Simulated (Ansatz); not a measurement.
Response properties of AgI (F-43m)

Conventional cell: a = 6.450 Å, b = 6.450 Å, c = 6.450 Å, α = 90.00°, β = 90.00°, γ = 90.00°. Around Ag (atom 1) lie 4 I at 2.79 Å. Around I (atom 2) lie 4 Ag at 2.79 Å.

Ansatz runs use the cell relaxed by PAW under their functional.

What are its gap and electron mass? (PBEsol, all-electron LAPW in Ansatz 0.2.0, scalar-relativistic; a = 6.450 Å; k mesh 8×8×8, fixed occupations, basis error target 1 meV/atom)

Kohn-Sham band edges (the gap between refined extrema, the direct gap on the fine mesh): gap = 1.20 eV, least direct gap = 1.20 eV, electron conductivity mass = 0.152 mₑ, ε∞ without local fields (PAW) = 6.03.

How stiff is it? (PBEsol, PAW on Ansatz 0.2.0's default frozen-core files (fitted under PBE), scalar-relativistic; a = 6.450 Å; k mesh 8×8×8, strains of ±0.005, fixed occupations, cutoff 420 eV)

Elastic moduli (Hill averages, relaxed ions; θ_D from sound speeds over directions): B = 34.3 GPa, G = 6.5 GPa, C11 = 38.9 GPa, C44 = 9.8 GPa, ν = 0.411, θ_D = 109 K.

How does it vibrate? (PBEsol, all-electron LAPW in Ansatz 0.2.0, scalar-relativistic; a = 6.450 Å; k mesh 6×6×6, fixed occupations, basis error target 1 meV/atom; q mesh 2×2×2)

Harmonic phonons by finite displacements (no LO-TO term; negative means unstable): highest mode = 123 cm⁻¹, lowest at L = 20.0 cm⁻¹, lowest at X = 25.6 cm⁻¹, highest at Γ = 107 cm⁻¹.

How does it screen a field? (PBEsol, PAW on Ansatz 0.2.0's default frozen-core files (fitted under PBE), scalar-relativistic; a = 6.450 Å; k mesh 6×6×6, fixed occupations, cutoff 420 eV)

Dielectric response and Born charges by linear response (direction means): ε∞ = 5.58, largest |Z*| = 1.21 e, ε₀ = 7.2.

How much do local fields and the kernel change ε∞?

From 6.03 (independent particles) to 5.58 (linear response), -7 %. The two sums use different k meshes, so a part of a few per cent can be the mesh's.

Known limits: no spin-orbit coupling on heavy atoms (band edges); semilocal gaps are low, and light masses and ε∞ follow the gap (band edges); frozen-core PAW files fitted under PBE, their cores solved anew for the functional of the run (moduli, field response); constants at zero field, no piezoelectric stiffening (moduli); a very soft zone-boundary mode, near an instability or sensitive to the mesh (phonons); zone-boundary modes aren't tested (field response); field response not resolved by the mesh (field response); semilocal gaps are low, so ε∞ comes out large.
